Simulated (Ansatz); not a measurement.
The cell is COD entry 1010423, as deposited and not checked against the literature; nothing was relaxed. It is an old determination, and later ones may differ.

A run of Ansatz 0.2.0 printed the following.

```
Ba: projections on atomic orbitals take those of the free atom 1s2 2s2 2p6 3s2 3p6 3d10 4s2 4p6 4d10 5s2 5p6 6s2, of charge +0.00 (hamiltonian.pseudopotentials.projection_atoms)
Te: projections on atomic orbitals take those of the free atom 1s2 2s2 2p6 3s2 3p6 3d10 4s2 4p6 4d10 5s2 5p4, of charge +0.00 (hamiltonian.pseudopotentials.projection_atoms)
LAPW: plane waves up to 6.502 Å⁻¹, error target 2.5e-4 eV per atom; small_component_spin mean_spin; Te in spheres of 1.737 Å, 24 of its electrons in bands, Dirac shells []; Ba in spheres of 1.673 Å, 28 of its electrons in bands, Dirac shells []
Engine: ansatz 0.2.0
Pseudopotentials: kind: all_electron
Pseudopotential: Ba, LAPW, valence charge 28, Koelling and Harmon's equation, gaussian nucleus
Pseudopotential: Te, LAPW, valence charge 24, Koelling and Harmon's equation, gaussian nucleus
Functional definition: PBEsol
  exchange = pbesol_x
  correlation = pbesol_c
Crystal: 2 atoms, lattice volume = 79.304 Å³
Basis set: ecut = 161.0670326830396 eV, 339 PW (Γ), exchange–correlation at level 2
Bands: 32, of which v1, the nominal top of the filled ones, is band 26 counted from 1 (25 counted from 0)
Symmetry: 48 space group operations
Space group: Fm-3m (ITA 225), of the structure as read, at distance tolerance 4.3e-5 Å
k-points: 47 of 1000
Non-local potential: Ba, projectors of the file, none
Non-local potential: Te, projectors of the file, none
Initial density: superposition of atomic densities (chi_scale 0.1, normalization cell, long waves kept (reshape's long-wave potential 0.00 eV rms))
Initial wavefunctions: plane waves of lowest kinetic energy (no species holds an atomic orbital)
Functional: x = pbesol(κ = 0.804, μ = 0.12345679012345678), c = pbesol(β = 0.046)
iter 1 solved again at ethr=6.93e-4 eV; its pass at ethr=1.00e-1 eV (dr2=3.60e-1 eV) is discarded
SCF iter   1: F=—  HF=-406094.961706 eV  |F-HF|=—  |Δ(HF+E_count)|=         —  Δρ=1.36e-2  dr2=3.60e-1  ethr=6.93e-4  ⟨swp⟩=2.6  Hψ=9547  notcnv=0
preconditioner: auto → none  [insulator: Δε(μ)=1.648 eV  Ē_g=12.006 eV  σ=0.050 eV  W_gap=1.00  n_scr=14 (ndim 8)  ℏωp=15.6 eV  f_vac=0.005  D(μ)=0.00/eV (n_scr^D=0)  ε∞_Penn≈2.7]
iter 2 solved again at ethr=5.42e-5 eV; its pass at ethr=6.92e-4 eV (dr2=2.82e-2 eV) is discarded
SCF iter   2: F=—  HF=-406094.886042 eV  |F-HF|=—  |Δ(HF+E_count)|=   7.57e-2  Δρ=4.31e-3  dr2=2.81e-2  ethr=5.42e-5  ⟨swp⟩=2.0  Hψ=8187  notcnv=0
SCF iter   3: F=—  HF=-406094.888207 eV  |F-HF|=—  |Δ(HF+E_count)|=   2.17e-3  Δρ=2.10e-3  dr2=8.24e-3  ethr=5.41e-5  ⟨swp⟩=2.0  Hψ=5105  notcnv=0
SCF iter   4: F=—  HF=-406094.888683 eV  |F-HF|=—  |Δ(HF+E_count)|=         —  Δρ=2.78e-4  dr2=1.03e-4  ethr=1.58e-5  ⟨swp⟩=2.0  Hψ=4855  notcnv=0
the basis was enlarged: its passes take 162.0 KiB over the memory plan, 1 of 1 planned eigensolver slots
SCF iter   5: F=—  HF=-406094.888806 eV  |F-HF|=—  |Δ(HF+E_count)|=   1.23e-4  Δρ=4.49e-5  dr2=1.62e-6  ethr=1.98e-7  ⟨swp⟩=3.0  Hψ=4970  notcnv=0
SCF iter   6: F=-406094.888808 eV  HF=-406094.888808 eV  |F-HF|=9.55e-9  |Δ(HF+E_count)|=   2.10e-6  Δρ=5.89e-6  dr2=1.84e-8  ethr=3.12e-9  ⟨swp⟩=3.0  Hψ=5131  notcnv=0
SCF 1 converged in 6 iterations: F = -406094.888808 eV  dr2 = 1.84e-8
NSCF: frozen V_eff on 99 k-points
SCF converged after 6 iterations
Free energy (F): -406094.888808 eV
Harris-Foulkes:  -406094.888808 eV  (|F-HF|=9.55e-9)
Internal energy: -406094.888808 eV  (E = F + TS)
E sigma→0 (E₀):  -406094.888808 eV
Entropy (-TS):   -0.000000 eV (-0.000 meV/atom)
Fermi energy:    10.104333 eV
--- Per-component energies (eV) ---
  E_band       = -3305.357797
  E_kinetic    = 430928.819922
  E_xc         = -10019.554791
  E_electrostatic = -827004.153939  (all electrons and nuclei)
  E_smearing   = -0.000000  (= −TS)
  E_closure    = 0.000000  (closes the sum)
  E_atoms      = -406085.691436  (free atoms, spherical and without spin; not in F)
  Σ components = -406094.888808   (vs F -406094.888808, Δ=0.00e0)
  Basis errors (estimates in eV, not in F): energy 1.1e-4 per atom: plane waves 9.7e-5 (7.4e-5 summed), levels above the bands 1.5e-50, relativity 9.1e-9, radial functions 1.0e-5, core shells 6.4e-12; eigenvalues (radial functions only) 3.8e-7; not estimated: angular momenta, meshes, grids; target (lapw.basis_error) 2.5e-4; muffin-tin radii Te 1.737 Å, Ba 1.673 Å
--- Forces (eV/Å), atoms counted from 1 ---
  atom   1  Ba     0.00000000    -0.00000000     0.00000000
  atom   2  Te    -0.00000000     0.00000000     0.00000000
  max |Σ_I F_I| component: 5.59e-31 eV/Å
--- Stress (GPa, compression-positive) ---
        1.913273       0.000000      -0.000000
        0.000000       1.913273      -0.000000
       -0.000000      -0.000000       1.913273
  P = ⅓ Tr σ = 1.9133 GPa (19.133 kbar)
--- Band table (eV; the first three rows and the last of 47) ---
  k-point 0: bands = ["-226.7897", "-164.0056", "-164.0056", "-164.0056", "-147.9309", "-98.0349", "-98.0349", "-98.0349", "-72.9367", "-72.9367", "-72.9367", "-72.9287", "-72.9287", "-25.4947", "-25.4947", "-25.4831", "-25.4831", "-25.4831", "-17.2430", "-2.4037", "-2.4037", "-2.4037", "-0.2747", "9.4254", "9.4254", "9.4254", "12.3278", "12.3278", "12.3278", "12.5764", "13.0633", "13.0633"]
  k-point 1: bands = ["-226.7897", "-164.0056", "-164.0056", "-164.0056", "-147.9309", "-98.0349", "-98.0349", "-98.0349", "-72.9367", "-72.9367", "-72.9367", "-72.9287", "-72.9287", "-25.4947", "-25.4947", "-25.4831", "-25.4830", "-25.4830", "-17.2410", "-2.4842", "-2.4049", "-2.4049", "-0.1627", "9.0439", "9.2498", "9.2498", "12.3395", "12.4631", "12.4631", "13.0424", "13.3765", "13.3765"]
  k-point 2: bands = ["-226.7897", "-164.0056", "-164.0056", "-164.0056", "-147.9309", "-98.0349", "-98.0349", "-98.0349", "-72.9367", "-72.9367", "-72.9367", "-72.9287", "-72.9287", "-25.4947", "-25.4947", "-25.4830", "-25.4830", "-25.4830", "-17.2358", "-2.6669", "-2.4081", "-2.4081", "0.1058", "8.3119", "8.8782", "8.8782", "12.4002", "12.8295", "12.8295", "14.0669", "14.1839", "14.1839"]
  k-point 46: bands = ["-226.7897", "-164.0056", "-164.0056", "-164.0056", "-147.9309", "-98.0349", "-98.0349", "-98.0349", "-72.9367", "-72.9367", "-72.9367", "-72.9287", "-72.9287", "-25.4951", "-25.4947", "-25.4830", "-25.4828", "-25.4827", "-17.2143", "-2.6410", "-2.6321", "-2.5853", "0.2305", "8.1253", "8.4217", "8.5932", "12.2748", "13.5739", "14.4551", "14.9806", "15.5341", "17.0690"]
--- Löwdin populations: 2 sites ---
  site symbol       q [e]
     0     Ba     54.4292
     1     Te     53.2633
  spilling = 0.002847 (of n_electrons = 108.000000)
```

The cell and starting positions:

```
CELL_PARAMETERS angstrom
0.00000 3.41000 3.41000
3.41000 0.00000 3.41000
3.41000 3.41000 0.00000
ATOMIC_POSITIONS crystal
Ba 0.00000 0.00000 0.00000
Te 0.50000 0.50000 0.50000
```

Parts of the input that the log doesn't repeat:

```yaml
  band_path:
    path:
      - [0.0, 0.0, 0.0]
      - [0.5, 0.0, 0.5]
      - [0.625, 0.25, 0.625]
      - [0.375, 0.375, 0.75]
      - [0.0, 0.0, 0.0]
      - [0.5, 0.5, 0.5]
      - [0.5, 0.25, 0.75]
      - [0.5, 0.0, 0.5]
    npoints: 14
output:
  forces: true
  stress: true
  eigenvalues: true
  populations: true
  dos: { projected: true, de: 0.2, e_range: [-14, 8] }
```

Write the input that produced this log.


```yaml
crystal:
  lattice:
    - [0.0, 3.41, 3.41]
    - [3.41, 0.0, 3.41]
    - [3.41, 3.41, 0.0]
  atoms:
    - { symbol: Ba, position: [0.0, 0.0, 0.0] }
    - { symbol: Te, position: [0.5, 0.5, 0.5] }
kpoints:
  mp_grid: { grid: [10, 10, 10] }
  band_path:
    path:
      - [0.0, 0.0, 0.0]
      - [0.5, 0.0, 0.5]
      - [0.625, 0.25, 0.625]
      - [0.375, 0.375, 0.75]
      - [0.0, 0.0, 0.0]
      - [0.5, 0.5, 0.5]
      - [0.5, 0.25, 0.75]
      - [0.5, 0.0, 0.5]
    npoints: 14
scf:
  occupations: { method: fermi_dirac, width: 0.05 }
hamiltonian:
  xc: pbesol
  pseudopotentials: { kind: all_electron, lapw: { basis_error: 0.00025 } }
output:
  forces: true
  stress: true
  eigenvalues: true
  populations: true
  dos: { projected: true, de: 0.2, e_range: [-14, 8] }
```
This is the input that was run; digits and keys that the log doesn't show could differ in an equivalent one.
